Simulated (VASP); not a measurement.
Ge: single point with PBE+D3(BJ)

Ge:

```xyz
2
Lattice="1.4881 -2.5947 0.0000 1.4881 2.5947 0.0000 0.0000 0.0000 4.7276" Properties=species:S:1:pos:R:3 pbc="T T T"
Ge    1.4881   -0.8643    1.1819
Ge    1.4881    0.8643    3.5457
```

This isn't the form of Ge at room conditions, which is diamond.

```
Program             : VASP 6.6.1
Task                : single point
Functional          : PBE
Dispersion          : D3(BJ)
Potentials or basis : VASP PAW PBE potentials, release 64 (Ge_d)
Cutoff              : 520 eV
k mesh              : 20 × 20 × 12
Occupations         : gaussian, width 0.15 eV
Spin                : no spin polarisation
```

The pressure is 1.1 GPa and the largest force is 0.004 eV/Å. The band gap on the k mesh is none (metal or under the smearing width) and the dispersion energy per atom is -0.362 eV.

Forces on the atoms (eV/Å):
```
Ge   0.000  0.004  0.000
Ge   0.000 -0.004  0.000
```

Stress tensor (GPa, compression positive):
```
0.48 0.00 0.00
0.00 0.39 0.00
0.00 0.00 2.52
```

Levels at points of the mesh, in eV from the Fermi level:
```
           k point  band 12  band 13  band 14  band 15  band 16  band 17
(0.00, 0.00, 0.00)    -7.57    -5.62     6.52     6.63     8.60     8.72
(0.50, 0.00, 0.00)    -7.20    -2.36    -1.35    -0.97     1.35     2.35
(0.50, 0.50, 0.00)    -7.24    -2.39    -1.38    -1.04     1.31     2.50
(0.00, 0.00, 0.50)   -11.78     1.79     1.79     7.66     7.66     7.78
(0.50, 0.00, 0.50)    -7.08    -5.02    -5.02     4.01     4.01     4.99
(0.50, 0.50, 0.50)    -7.15    -5.05    -5.05     4.17     4.17     5.01
```

Run time: 3.9 min on 1 thread of Intel(R) Xeon(R) Platinum 8559C (Emerald Rapids), on a shared host, peak memory 0.54 GiB.

Caveat: pairwise dispersion overbinds metals, which lowers pressure and volume.
